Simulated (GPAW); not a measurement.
# How far to go with the plane-wave cutoff: ZnTe (R3m, 2 atoms in the cell)

```
ZnTe
1.0
    0.00000     3.04085     3.04085
    3.04085     0.00000     3.04085
    3.04085     3.04085     0.00000
Zn Te
1 1
Cartesian
  0.02887   0.02887   0.02887
  1.52042   1.52042   1.52042
```

Method: PBE, GPAW PAW datasets PBE (gpaw-data 1.0.1) (plane waves; GPAW 25.7.0).

Base settings: mode = pw; ecut = 800 eV; xc = PBE; kpts = 3 3 3; mesh shift (steps) = 0 0 0; occupations.name = fermi-dirac; occupations.width = 0.05 eV; nbands = -4; convergence.density = 1e-05 e/electron; convergence.energy = 1e-05 eV/electron.

The second cell is the first with its lattice scaled by 0.98.

The mesh stays at the base's, so the ladder's end is converged at best in this setting alone.

Only quantities that move along the ladder and can be compared are tabulated; the gap is left out on so coarse a mesh.

The count of work is k-points × plane waves × bands × iterations; it is no time. 

The starting cell has typed, rounded lattice constants, without a prior relaxation at this level. Its lattice was rescaled by up to half a per cent. One atom was moved a little off its site on purpose. In the base run, with a pressure of about 3 GPa the cell is away from its equilibrium volume at this level.

Steps (ecut): 280 eV; 320 eV; 360 eV; 400 eV; 440 eV; 480 eV; 560 eV; 640 eV; 720 eV; 800 eV; 880 eV; 960 eV; 1080 eV; 1200 eV; 1400 eV; 1600 eV; 1920 eV.

Q: What is the coarsest ecut that holds the energy of the compressed cell less the first within 1 meV/atom of the last step, with all finer ones?

A: 400 eV, at 0.100 of the last step's count of work; the step before is off by 1.3 meV/atom.

Q: What is the coarsest ecut that holds the pressure within 0.5 GPa of the last step, with all finer ones?

A: 440 eV, at 0.17 of the last step's count of work; the step before is off by 0.78 GPa.

Q: What is the coarsest ecut that holds the free energy within 0.5 meV/atom of the last step, with all finer ones?

A: 640 eV, at 0.26 of the last step's count of work; the step before is off by 0.77 meV/atom.

```csv
ecut,free energy less the last step's (meV/atom),energy of the compressed cell less the first (meV/atom),pressure (GPa),count of work / last
280 eV,157.18,56.58,1.81,0.11
320 eV,98.90,54.44,1.77,0.12
360 eV,54.81,53.56,2.19,0.099
400 eV,26.76,55.10,2.68,0.100
440 eV,11.82,55.12,3.05,0.17
480 eV,5.15,54.55,3.25,0.16
560 eV,0.77,54.87,3.41,0.21
640 eV,0.15,54.88,3.45,0.26
720 eV,0.07,54.87,3.45,0.34
800 eV,0.05,54.88,3.45,0.43
880 eV,0.04,54.88,3.44,0.41
960 eV,0.03,54.88,3.45,0.42
1080 eV,0.02,54.88,3.45,0.51
1200 eV,0.02,54.88,3.45,0.59
1400 eV,0.01,54.88,3.45,0.74
1600 eV,0.00,54.88,3.45,0.91
1920 eV,0.00,54.88,3.45,1.0
```

The energy difference between the two cells stays within 1 meV/atom of the last step's from 400 eV on, the total only from 560 eV on: much of the error is common to both cells and cancels.

At the lowest cutoff the pressure lies 1.6 GPa under the last step's, the usual sign of Pulay stress in an incomplete plane-wave basis.
